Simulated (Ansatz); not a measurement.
**Sn: energies, forces and stress near the listed structure**

How do energy, forces, pressure and gap of Sn change under further strains and shifts? Each case is one self-consistent run.

Program: Ansatz 0.2.0. Level of theory: DFT PBEsol, scalar-relativistic, plane waves, PAW. These are calculated values, not measurements.

1 further run of the same task is left out (set aside as unsound or not needed).

## 1. The system as given

It takes space group I4/mmm (No. 139, tetragonal). Conventional cell: a = 3.181 Å, b = 3.181 Å, c = 5.831 Å, α = 90.00°, β = 90.00°, γ = 90.00°. Sn (site symmetry 4/mmm) is surrounded by 4 Sn at 3.18 Å.

Structure file:

```cif
data_structure
_symmetry_space_group_name_H-M 'P 1'
_symmetry_Int_Tables_number 1
_cell_length_a 3.6827
_cell_length_b 3.6827
_cell_length_c 3.6827
_cell_angle_alpha 128.816
_cell_angle_beta 128.816
_cell_angle_gamma 75.306
_cell_volume 29.51
loop_
_atom_site_label
_atom_site_type_symbol
_atom_site_fract_x
_atom_site_fract_y
_atom_site_fract_z
_atom_site_occupancy
Sn1 Sn 0.00000 0.00000 0.00000 1
```

The structure comes from the Crystallography Open Database.

## 2. A distortion of lower symmetry

Against the listed cell: strain xx, yy, zz, yz, xz, xy = +0.9, +2.6, +1.4, +0.0, +0.0, +0.0 %.

input.yaml

```yaml
crystal:
  lattice:
    - [-1.60443045, 1.6323481125, 2.955594405]
    - [1.60443045, -1.6323481125, 2.955594405]
    - [1.60443045, 1.6323481125, -2.955594405]
  atoms:
    - { symbol: Sn, position: [0.0, 0.0, 0.0] }
basis:
  ecutwfc: 420
kpoints:
  mp_grid: { grid: [16, 16, 16] }
hamiltonian:
  xc: pbesol
scf:
  occupations: { method: gaussian, width: 0.1 }
output:
  forces: true
  stress: true
  eigenvalues: true
  populations: true
```

Run with:

```bash
$ ansatz run input.yaml --threads 1 --pin off --max-ram 1331MiB --backend cpu --events-out ev --progress --plain --runs-dir out
```

## 3. A distortion of lower symmetry

input.yaml

```yaml
crystal:
  lattice:
    - [-1.617517777, 1.6159633875, 2.8182191625]
    - [1.858175528, -1.6159633875, 2.9495196675]
    - [1.617517777, 1.6159633875, -2.8182191625]
  atoms:
    - { symbol: Sn, position: [0.0, 0.0, 0.0] }
basis:
  ecutwfc: 420
kpoints:
  mp_grid: { grid: [16, 16, 16] }
hamiltonian:
  xc: pbesol
scf:
  occupations: { method: gaussian, width: 0.1 }
output:
  forces: true
  stress: true
  eigenvalues: true
```

## 4. A change within a subgroup

input.yaml

```yaml
crystal:
  lattice:
    - [-1.6918863395, 1.857662486, 3.2335534]
    - [1.3861512805, -1.584815959, 2.91788497]
    - [1.7617838945, 1.654713514, -3.084691015]
  atoms:
    - { symbol: Sn, position: [0.0, 0.0, 0.0] }
basis:
  ecutwfc: 420
kpoints:
  mp_grid: { grid: [12, 14, 16] }
hamiltonian:
  xc: pbesol
scf:
  occupations: { method: gaussian, width: 0.1 }
output:
  forces: true
  stress: true
  eigenvalues: true
```

What does the calculation give? Wanted: for each run, case; energy; pressure; largest force.

The runs gave:

| step | case | energy (meV/atom) | pressure (GPa) | largest force (eV/Å) | gap on the mesh (eV) |
| --- | --- | --- | --- | --- | --- |
| 2 | a distortion of lower symmetry | +0.0 | -5.6 | 0.00 | 0.00 |
| 3 | a distortion of lower symmetry | +53.7 | -6.5 | 0.00 | 0.00 |
| 4 | a change within a subgroup | +136.5* | -6.7 | 0.00 | 0.00 |

Energies are counted from step 2, with the smearing taken to zero; a star marks another k mesh, which can shift energies by itself, so starred rows don't rank against the others. A gap of 0.00 means none on the mesh at this level.

**Reading.** The distorted cells of the listed formula and level show no gap on the mesh.
